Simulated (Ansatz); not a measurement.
# ZnS (Wurtzite-6H) (P6_3mc) in Ansatz: a series of runs

Aim: see how the results for ZnS (Wurtzite-6H) move with the level of theory and the settings. Levels: LDA, RPBE+D3(BJ). Tasks: band structure, single point, equation of state.

All numbers are computed with Ansatz 0.2.0; they aren't measurements. Logs are shortened: lines on timing, memory, paths and dates and some standing lists are left out, and cuts for length are marked.

**Experimental background.**

From a printed reference work, monograph, for a bulk crystal of ZnS at 4 K: band gap 3.911 eV (direct).

How close the calculation comes is told below.

**1. Starting point**

The structure is hexagonal, space group P6_3mc (No. 186). Conventional cell: a = 3.812 Å, b = 3.812 Å, c = 18.690 Å, α = 90.00°, β = 90.00°, γ = 120.00°. Zn (site symmetry 3m) is surrounded by 4 S at 2.33 to 2.34 Å. Around Zn (site symmetry 3m) lie 4 S at 2.33 to 2.34 Å. Around Zn (site symmetry 3m) lie 4 S at 2.33 to 2.34 Å. S (site symmetry 3m) has 4 Zn at 2.33 to 2.34 Å as nearest neighbours. S (site symmetry 3m) is surrounded by 4 Zn at 2.33 to 2.34 Å. S (site symmetry 3m) is surrounded by 4 Zn at 2.33 to 2.34 Å.

**2. Band structure, LDA**

Input file input.yaml:

```yaml
crystal:
  lattice:
    - [3.812, 0.0, 0.0]
    - [-1.906, 3.3012888392, 0.0]
    - [0.0, 0.0, 18.68999]
  atoms:
    - { symbol: Zn, position: [0.3333333333, 0.6666666667, 0.83333] }
    - { symbol: Zn, position: [0.6666666667, 0.3333333333, 0.33333] }
    - { symbol: Zn, position: [0.6666666667, 0.3333333333, 0.66667] }
    - { symbol: Zn, position: [0.3333333333, 0.6666666667, 0.16667] }
    - { symbol: Zn, position: [0.0, 0.0, 0.5] }
    - { symbol: Zn, position: [0.0, 0.0, 0.0] }
    - { symbol: S, position: [0.3333333333, 0.6666666667, 0.95833] }
    - { symbol: S, position: [0.6666666667, 0.3333333333, 0.45833] }
    - { symbol: S, position: [0.6666666667, 0.3333333333, 0.79167] }
    - { symbol: S, position: [0.3333333333, 0.6666666667, 0.29167] }
    - { symbol: S, position: [0.0, 0.0, 0.625] }
    - { symbol: S, position: [0.0, 0.0, 0.125] }
hamiltonian:
  xc: lda
  pseudopotentials: { kind: paw }
kpoints:
  mp_grid: { grid: [8, 8, 2] }
  band_path:
    path:
      - [[0.0, 0.0, 0.0], [0.5, 0.0, 0.0], [0.3333333333, 0.3333333333, 0.0], [0.0, 0.0, 0.0], [0.0, 0.0, 0.5], [0.5, 0.0, 0.5], [0.3333333333, 0.3333333333, 0.5], [0.0, 0.0, 0.5]]
      - [[0.5, 0.0, 0.5], [0.5, 0.0, 0.0]]
      - [[0.3333333333, 0.3333333333, 0.0], [0.3333333333, 0.3333333333, 0.5]]
    npoints: 10
scf:
  occupations: { method: fermi_dirac, width: 0.05 }
  n_extra_bands: 30
output:
  forces: true
  stress: true
  eigenvalues: true
  fatbands: true
```

Potentials or basis: Ansatz PAW.

On the command line:

```
$ ansatz run input.yaml --threads 2 --pin off --max-ram 5120MiB --backend cpu --events-out ev --progress --plain --runs-dir out
```

Log:

```text
Warning: RAYON_NUM_THREADS=2 ignored (pool sized by the plan → 2); use --threads N
scf.n_extra_bands = 30 over 54 filled bands (N_el = 108.0): the run solves 84 bands
Engine: ansatz 0.2.0, aarch64-unknown-linux-gnu
Pseudopotentials: kind: paw
Pseudopotential: Zn, paw, valence charge 12, recommended cutoff 420 eV (normal), Zn.paw.azcp
Pseudopotential: S, paw, valence charge 6, recommended cutoff 420 eV (normal), S.paw.azcp
Functional definition: SPW92
  exchange = slater_x
  correlation = pw_c
Crystal: 12 atoms, lattice volume = 235.204 Å³
Basis set: ecut = 420 eV, 4611 PW (Γ)
Bands: 84, of which v1, the nominal top of the filled ones, is band 54 counted from 1 (53 counted from 0)
Symmetry: 12 space group operations
Space group: P63mc (ITA 186), of the structure as read, at distance tolerance 6.2e-5 Å
k-points: 20 of 128
Non-local potential: Zn, projectors of the file, l = 0: 2, l = 1: 2, l = 2: 3, l = 3: 1
Non-local potential: S, projectors of the file, l = 0: 2, l = 1: 2, l = 2: 2
PAW form: soft (Blöchl's): semilocal exchange-correlation on the pseudo side does not see the compensation charge
PAW frozen core: Zn, regenerated for the run's functional, and the local potential with it (the file was generated under x = pbe(κ = 0.804, μ = 0.2195149727645171), c = pbe(β = 0.06672455060314922))
PAW frozen core: S, regenerated for the run's functional, and the local potential with it (the file was generated under x = pbe(κ = 0.804, μ = 0.2195149727645171), c = pbe(β = 0.06672455060314922))
PAW one-centre angular grid: Zn, 590 points (default); XC on 64 Gauss nodes
PAW one-centre angular grid: S, 110 points (default); XC on 64 Gauss nodes
Initial density: superposition of atomic densities (neutral atoms: chi_scale 0, normalization atom), corrected by the library's trained network
Initial wavefunctions: pseudopotential atomic-orbital guess
Functional: x = slater, c = lda
SCF iter   1: F=—  HF=-24704.497851 eV  |F-HF|=—  |Δ(HF+E_count)|=         —  Δρ=7.17e-3  dr2=1.16e-1  ethr=1.77e-3  ⟨swp⟩=7.6  Hψ=8137  notcnv=0  defer=141
preconditioner: auto → Resta (q_TF=auto, 2.396 Å⁻¹)  ε∞=4.8  [insulator: Δε(μ)=1.839 eV  Ē_g=12.992 eV  σ=0.050 eV  W_gap=1.00  n_scr=68 (ndim 8)  ℏωp=25.2 eV  f_vac=0.030  D(μ)=0.00/eV (n_scr^D=0)  ε∞_Penn≈4.8]
SCF iter   2: F=—  HF=-24704.466710 eV  |F-HF|=—  |Δ(HF+E_count)|=   3.11e-2  Δρ=3.17e-3  dr2=2.61e-2  ethr=1.08e-4  ⟨swp⟩=2.0  Hψ=2916  notcnv=0  defer=287
SCF iter   3: F=—  HF=-24704.461126 eV  |F-HF|=—  |Δ(HF+E_count)|=   5.58e-3  Δρ=2.06e-3  dr2=5.20e-3  ethr=2.42e-5  ⟨swp⟩=2.0  Hψ=2290  notcnv=0  defer=287
SCF iter   4: F=—  HF=-24704.458511 eV  |F-HF|=—  |Δ(HF+E_count)|=   2.62e-3  Δρ=4.68e-4  dr2=3.78e-4  ethr=4.81e-6  ⟨swp⟩=2.0  Hψ=2052  notcnv=0  defer=287
SCF iter   5: F=—  HF=-24704.458478 eV  |F-HF|=—  |Δ(HF+E_count)|=   3.26e-5  Δρ=7.83e-5  dr2=2.41e-5  ethr=3.50e-7  ⟨swp⟩=2.9  Hψ=2294  notcnv=0  defer=287
SCF iter   6: F=—  HF=-24704.458452 eV  |F-HF|=—  |Δ(HF+E_count)|=   2.67e-5  Δρ=3.66e-5  dr2=2.77e-6  ethr=2.23e-8  ⟨swp⟩=2.1  Hψ=2045  notcnv=0  defer=287
SCF iter   7: F=—  HF=-24704.458452 eV  |F-HF|=—  |Δ(HF+E_count)|=   3.26e-7  Δρ=6.87e-6  dr2=1.13e-7  ethr=2.56e-9  ⟨swp⟩=2.8  Hψ=2204  notcnv=0  defer=287
SCF iter   8: F=-24704.458452 eV  HF=-24704.458452 eV  |F-HF|=9.02e-8  |Δ(HF+E_count)|=   1.55e-8  Δρ=5.81e-6  dr2=4.81e-8  ethr=9.26e-11  ⟨swp⟩=11.6  Hψ=9108  notcnv=0
SCF 1 converged in 8 iterations: F = -24704.458452 eV  dr2 = 4.81e-8
NSCF: frozen V_eff on 93 k-points
SCF converged after 8 iterations
Free energy (F): -24704.458452 eV
Harris-Foulkes:  -24704.458452 eV  (|F-HF|=9.02e-8)
Internal energy: -24704.458452 eV  (E = F + TS)
E sigma→0 (E₀):  -24704.458452 eV
Fermi energy:    6.588136 eV
--- Per-component energies (eV) ---
  E_band       = -3.847838
  E_kinetic    = 1432.583401
  E_local      = -12256.147874  (includes V_loc(G=0)·N_el)
  E_nonlocal   = 3878.051232
  E_hartree    = 5106.204166
  E_xc         = -1390.212511
  E_vxc        = -847.131170  (∫ρ·V_xc dr)
  E_paw        = -13951.821914  (= ΣΔE_a)
  E_vpaw       = -2423.612943  (= ΣTr[D̂ρ^β])
  E_aug_tail   = -0.002228  (compensation charges beyond the density's cutoff)
  E_ewald      = -7533.374756
  E_core_change = 10.262033  (= ΣΔE_core)
  E_smearing   = -0.000000  (= −TS)
  E_closure    = -0.000000  (closes the sum)
  Σ components = -24704.458452   (vs F -24704.458452, Δ=0.00e0)
--- Forces (eV/Å), atoms counted from 1 ---
  atom   1  Zn     0.00000000    -0.00000000     0.00233828
  atom   2  Zn    -0.00000000     0.00000000     0.00233828
  atom   3  Zn    -0.00000000    -0.00000000     0.01175167
  atom   4  Zn    -0.00000000     0.00000000     0.01175167
  atom   5  Zn     0.00000000     0.00000000    -0.00738314
  atom   6  Zn     0.00000000    -0.00000000    -0.00738314
  atom   7  S     -0.00000000     0.00000000    -0.02734650
  atom   8  S      0.00000000    -0.00000000    -0.02734650
  atom   9  S      0.00000000     0.00000000    -0.00696529
  atom  10  S      0.00000000    -0.00000000    -0.00696529
  atom  11  S      0.00000000     0.00000000     0.02760802
  atom  12  S     -0.00000000    -0.00000000     0.02760802
  max |Σ_I F_I| component: 6.06e-6 eV/Å
--- Stress (GPa, compression-positive) ---
       -4.128109      -0.000000      -0.000000
        0.000000      -4.128109       0.000000
       -0.000000      -0.000000      -4.068943
  P = ⅓ Tr σ = -4.1084 GPa (-41.084 kbar)
--- Band table (eV; the first three rows and the last of 20) ---
  k-point 0: bands = ["-7.5843", "-7.3778", "-7.3702", "-6.9000", "-6.8921", "-6.6184", "-0.9180", "-0.9153", "-0.9120", "-0.9120", "-0.9080", "-0.8926", "-0.8926", "-0.8739", "-0.8739", "-0.8386", "-0.8386", "-0.8242", "-0.8242", "-0.8090", "-0.8090", "-0.7643", "-0.7564", "-0.4450", "-0.4450", "-0.4411", "-0.4411", "-0.4254", "-0.4254", "-0.4204", "-0.4204", "-0.4021", "-0.4021", "-0.3922", "-0.3922", "-0.2199", "0.1667", "1.5869", "1.5961", "3.8207", "3.8383", "4.7001", "4.7001", "4.8950", "4.8950", "4.9080", "4.9080", "5.3390", "5.3390", "5.3504", "5.3504", "5.5711", "5.5955", "5.5955", "7.5053", "8.5926", "8.6398", "8.7152", "8.7475", "8.8777", "11.6998", "11.7658", "11.7658", "11.7902", "11.8695", "11.9974", "11.9974", "12.2155", "12.2155", "12.3089", "12.3089", "12.5801", "12.5801", "12.7346", "12.7346", "13.1584", "13.2862", "14.3713", "15.9673", "15.9673", "16.3339", "16.3339", "16.7633", "16.9398"]
[... 3 lines left out ...]
```

It took 2.6 min on 2 threads of Arm Neoverse V1, shared host; peak memory 1.1 GiB.

Results:

| Quantity | Value |
| --- | --- |
| Free energy | -24704.4585 eV |
| Pressure | -4.1 GPa |
| Largest force | 0.028 eV/Å |
| Band gap on the k mesh | 1.91 eV, direct |
| Band gap along the path | 1.91 eV, direct |

Forces on the atoms (eV/Å):
```
Zn   0.000  0.000  0.002
Zn   0.000  0.000  0.002
Zn   0.000  0.000  0.012
Zn   0.000  0.000  0.012
Zn   0.000  0.000 -0.007
Zn   0.000  0.000 -0.007
S    0.000  0.000 -0.027
S    0.000  0.000 -0.027
S    0.000  0.000 -0.007
S    0.000  0.000 -0.007
S    0.000  0.000  0.028
S    0.000  0.000  0.028
```

Levels at the corners of the path, in eV from the valence-band top:
| point | band 51 | band 52 | band 53 | band 54 | band 55 | band 56 | band 57 | band 58 |
| --- | --- | --- | --- | --- | --- | --- | --- | --- |
| Γ | -0.25 | -0.02 | 0.00 | 0.00 | 1.91 | 3.00 | 3.04 | 3.12 |
| M | -1.29 | -1.28 | -1.12 | -0.89 | 3.22 | 3.35 | 3.39 | 3.67 |
| K | -1.94 | -1.57 | -1.51 | -1.51 | 4.22 | 4.22 | 4.23 | 5.18 |
| Γ | -0.25 | -0.02 | 0.00 | 0.00 | 1.91 | 3.00 | 3.04 | 3.12 |
| A | -0.07 | -0.07 | -0.07 | -0.07 | 2.42 | 2.42 | 3.05 | 3.05 |
| L | -1.24 | -1.24 | -1.00 | -1.00 | 3.15 | 3.15 | 3.65 | 3.65 |
| H | -1.73 | -1.73 | -1.58 | -1.58 | 4.48 | 4.48 | 4.57 | 4.57 |
| A | -0.07 | -0.07 | -0.07 | -0.07 | 2.42 | 2.42 | 3.05 | 3.05 |
| L | -1.24 | -1.24 | -1.00 | -1.00 | 3.15 | 3.15 | 3.65 | 3.65 |
| M | -1.29 | -1.28 | -1.12 | -0.89 | 3.22 | 3.35 | 3.39 | 3.67 |
| K | -1.94 | -1.57 | -1.51 | -1.51 | 4.22 | 4.22 | 4.23 | 5.18 |
| H | -1.73 | -1.73 | -1.58 | -1.58 | 4.48 | 4.48 | 4.57 | 4.57 |

Caveat: the cell's inner coordinates are idealised or old, which leaves forces on the atoms; the PAW data sets come from PBE, with cores solved anew for the run's functional, which leaves a small shift of forces and pressure.

**3. Single point, RPBE+D3(BJ), 18.42 Å³/atom (volume scaled by 0.94)**

input.yaml, as its differences from that of step 2:

```diff
@@ -2,5 +2,5 @@
   lattice:
-    - [3.812, 0.0, 0.0]
-    - [-1.906, 3.3012888392, 0.0]
-    - [0.0, 0.0, 18.68999]
+    - [3.7341822464, 0.0, 0.0]
+    - [-1.8670911232, 3.2338966877, 0.0]
+    - [0.0, 0.0, 18.308454576]
   atoms:
@@ -19,15 +19,9 @@
 hamiltonian:
-  xc: lda
+  xc: rpbe
   pseudopotentials: { kind: paw }
+  dispersion: d3bj
 kpoints:
   mp_grid: { grid: [8, 8, 2] }
-  band_path:
-    path:
-      - [[0.0, 0.0, 0.0], [0.5, 0.0, 0.0], [0.3333333333, 0.3333333333, 0.0], [0.0, 0.0, 0.0], [0.0, 0.0, 0.5], [0.5, 0.0, 0.5], [0.3333333333, 0.3333333333, 0.5], [0.0, 0.0, 0.5]]
-      - [[0.5, 0.0, 0.5], [0.5, 0.0, 0.0]]
-      - [[0.3333333333, 0.3333333333, 0.0], [0.3333333333, 0.3333333333, 0.5]]
-    npoints: 10
 scf:
   occupations: { method: fermi_dirac, width: 0.05 }
-  n_extra_bands: 30
 output:
@@ -36,2 +30 @@
   eigenvalues: true
-  fatbands: true
```

Potentials or basis: Ansatz PAW.

On the command line:

```
$ ansatz run input.yaml --threads 2 --pin off --max-ram 5120MiB --backend cpu --events-out ev --progress --plain --runs-dir out
```

It took 15 s on 2 threads of Arm Neoverse V1, shared host; peak memory 0.55 GiB.

It converged, with:

| Quantity | Value |
| --- | --- |
| Free energy | -25403.3195 eV |
| Pressure | -1.3 GPa |
| Largest force | 0.022 eV/Å |
| Band gap on the k mesh | 2.61 eV, direct |

Caveat: the cell's inner coordinates are idealised or old, which leaves forces on the atoms; the PAW data sets come from PBE, with cores solved anew for the run's functional, which leaves a small shift of forces and pressure.

**4. Single point, RPBE+D3(BJ), 18.82 Å³/atom (volume scaled by 0.96)**

input.yaml, as its differences from that of step 3:

```diff
@@ -2,5 +2,5 @@
   lattice:
-    - [3.7341822464, 0.0, 0.0]
-    - [-1.8670911232, 3.2338966877, 0.0]
-    - [0.0, 0.0, 18.308454576]
+    - [3.7604801709, 0.0, 0.0]
+    - [-1.8802400855, 3.2566713584, 0.0]
+    - [0.0, 0.0, 18.4373916028]
   atoms:
@@ -30 +30,5 @@
   eigenvalues: true
+  write_density: true
+  write_potential: true
+  elf: true
+  volumetric_format: npy
```

On the command line:

```
$ ansatz run input.yaml --threads 2 --pin off --max-ram 5120MiB --backend cpu --events-out ev --progress --plain --runs-dir out
```

It took 21 s on 2 threads of Arm Neoverse V1, shared host; peak memory 0.58 GiB.

The run converged. Its results:

* Free energy: -25403.2564 eV
* Pressure: -2.9 GPa
* Largest force: 0.022 eV/Å
* Band gap on the k mesh: 2.51 eV, direct

Caveat: the cell's inner coordinates are idealised or old, which leaves forces on the atoms; the PAW data sets come from PBE, with cores solved anew for the run's functional, which leaves a small shift of forces and pressure.

**5. Single point, RPBE+D3(BJ), 19.21 Å³/atom (volume scaled by 0.98)**

input.yaml, as its differences from that of step 4:

```diff
@@ -2,5 +2,5 @@
   lattice:
-    - [3.7604801709, 0.0, 0.0]
-    - [-1.8802400855, 3.2566713584, 0.0]
-    - [0.0, 0.0, 18.4373916028]
+    - [3.7864153365, 0.0, 0.0]
+    - [-1.8932076683, 3.2791318707, 0.0]
+    - [0.0, 0.0, 18.5645500459]
   atoms:
@@ -30,5 +30 @@
   eigenvalues: true
-  write_density: true
-  write_potential: true
-  elf: true
-  volumetric_format: npy
```

On the command line:

```
$ ansatz run input.yaml --threads 2 --pin off --max-ram 5120MiB --backend cpu --events-out ev --progress --plain --runs-dir out
```

It took 16 s on 2 threads of Arm Neoverse V1, shared host; peak memory 0.57 GiB.

It converged, with:

```
Free energy            : -25403.1492 eV
Pressure               : -4.3 GPa
Largest force          : 0.023 eV/Å
Band gap on the k mesh : 2.42 eV, direct
```

Caveat: the cell's inner coordinates are idealised or old, which leaves forces on the atoms; the PAW data sets come from PBE, with cores solved anew for the run's functional, which leaves a small shift of forces and pressure.

**6. Single point, RPBE+D3(BJ), 19.60 Å³/atom**

input.yaml, as its differences from that of step 5:

```diff
@@ -2,5 +2,5 @@
   lattice:
-    - [3.7864153365, 0.0, 0.0]
-    - [-1.8932076683, 3.2791318707, 0.0]
-    - [0.0, 0.0, 18.5645500459]
+    - [3.812, 0.0, 0.0]
+    - [-1.906, 3.3012888392, 0.0]
+    - [0.0, 0.0, 18.68999]
   atoms:
```

Potentials or basis: Ansatz PAW.

On the command line:

```
$ ansatz run input.yaml --threads 2 --pin off --max-ram 5120MiB --backend cpu --events-out ev --progress --plain --runs-dir out
```

It took 16 s on 2 threads of Arm Neoverse V1, shared host; peak memory 0.58 GiB.

Results (log left out):

| Item | Value |
| --- | --- |
| Free energy | -25403.0027 eV |
| Pressure | -5.6 GPa |
| Largest force | 0.023 eV/Å |
| Band gap on the k mesh | 2.33 eV, direct |

Caveat: the cell's inner coordinates are idealised or old, which leaves forces on the atoms; the PAW data sets come from PBE, with cores solved anew for the run's functional, which leaves a small shift of forces and pressure.

**7. Single point, RPBE+D3(BJ), 19.99 Å³/atom (volume scaled by 1.02)**

input.yaml, as its differences from that of step 6:

```diff
@@ -2,5 +2,5 @@
   lattice:
-    - [3.812, 0.0, 0.0]
-    - [-1.906, 3.3012888392, 0.0]
-    - [0.0, 0.0, 18.68999]
+    - [3.8372457688, 0.0, 0.0]
+    - [-1.9186228844, 3.3231523164, 0.0]
+    - [0.0, 0.0, 18.8137683755]
   atoms:
```

On the command line:

```
$ ansatz run input.yaml --threads 2 --pin off --max-ram 5120MiB --backend cpu --events-out ev --progress --plain --runs-dir out
```

Wall time 16 s (2 threads of Arm Neoverse V1, shared host); peak memory 0.58 GiB.

The run converged. Its results:

| Item | Value |
| --- | --- |
| Free energy | -25402.8212 eV |
| Pressure | -6.7 GPa |
| Largest force | 0.023 eV/Å |
| Band gap on the k mesh | 2.25 eV, direct |

Caveat: the cell's inner coordinates are idealised or old, which leaves forces on the atoms; the PAW data sets come from PBE, with cores solved anew for the run's functional, which leaves a small shift of forces and pressure.

**8. Single point, RPBE+D3(BJ), 20.38 Å³/atom (volume scaled by 1.04)**

input.yaml, as its differences from that of step 7:

```diff
@@ -2,5 +2,5 @@
   lattice:
-    - [3.8372457688, 0.0, 0.0]
-    - [-1.9186228844, 3.3231523164, 0.0]
-    - [0.0, 0.0, 18.8137683755]
+    - [3.8621636474, 0.0, 0.0]
+    - [-1.9310818237, 3.3447318322, 0.0]
+    - [0.0, 0.0, 18.9359391258]
   atoms:
@@ -30 +30,5 @@
   eigenvalues: true
+  write_density: true
+  write_potential: true
+  elf: true
+  volumetric_format: npy
```

On the command line:

```
$ ansatz run input.yaml --threads 2 --pin off --max-ram 5120MiB --backend cpu --events-out ev --progress --plain --runs-dir out
```

It took 21 s on 2 threads of Arm Neoverse V1, shared host; peak memory 0.61 GiB.

The run converged. Its results:

```
Free energy            : -25402.6083 eV
Pressure               : -7.7 GPa
Largest force          : 0.023 eV/Å
Band gap on the k mesh : 2.16 eV, direct
```

Caveat: the cell's inner coordinates are idealised or old, which leaves forces on the atoms; the PAW data sets come from PBE, with cores solved anew for the run's functional, which leaves a small shift of forces and pressure.

**9. Single point, RPBE+D3(BJ), 20.78 Å³/atom (volume scaled by 1.06)**

input.yaml, as its differences from that of step 8:

```diff
@@ -2,5 +2,5 @@
   lattice:
-    - [3.8621636474, 0.0, 0.0]
-    - [-1.9310818237, 3.3447318322, 0.0]
-    - [0.0, 0.0, 18.9359391258]
+    - [3.8867640791, 0.0, 0.0]
+    - [-1.9433820395, 3.366036431, 0.0]
+    - [0.0, 0.0, 19.0565534549]
   atoms:
@@ -30,5 +30 @@
   eigenvalues: true
-  write_density: true
-  write_potential: true
-  elf: true
-  volumetric_format: npy
```

Potentials or basis: Ansatz PAW.

On the command line:

```
$ ansatz run input.yaml --threads 2 --pin off --max-ram 5120MiB --backend cpu --events-out ev --progress --plain --runs-dir out
```

Run time: 15 s. Hardware: 2 threads of Arm Neoverse V1, shared host; peak memory 0.59 GiB.

It converged, with:

```
Free energy            : -25402.3675 eV
Pressure               : -8.6 GPa
Largest force          : 0.023 eV/Å
Band gap on the k mesh : 2.08 eV, direct
```

Caveat: the cell's inner coordinates are idealised or old, which leaves forces on the atoms; the PAW data sets come from PBE, with cores solved anew for the run's functional, which leaves a small shift of forces and pressure.

**10. Equation of state, RPBE+D3(BJ)**

No new run: the results of the series are fitted here.

Results:

```yaml
Equilibrium_volume: "18.12 Å³/atom (rough: see the caveat)"
Bulk_modulus_at_fixed_shape_and_positions: 85 GPa (rough)
```

Energy against volume, from the lowest point:
| volume (Å³/atom) | energy (meV/atom) |
| --- | --- |
| 18.424 | 0.00 |
| 18.816 | 5.26 |
| 19.208 | 14.19 |
| 19.600 | 26.40 |
| 19.992 | 41.53 |
| 20.384 | 59.27 |
| 20.776 | 79.33 |

Caveat: the potentials were made for another functional, which shifts forces and pressure; the minimum lies outside the volumes run; the cell was scaled at fixed shape and fractional positions, which overstates the stiffness of a crystal with free parameters, most of all of layers and chains; the cell's inner coordinates are idealised or old, which leaves forces on the atoms.

**11. Against experiment**

Step 2. A measured gap of ZnS is 3.911 eV (direct; 4 K; a printed reference work, monograph); the calculated 1.91 eV misses it by -2.00 eV. So large a miss can be the level of theory's own, or it may mean another phase, state or a wrong row. The value is that of LDA, without temperature or zero-point motion. Semilocal functionals fall short of measured gaps as a rule.
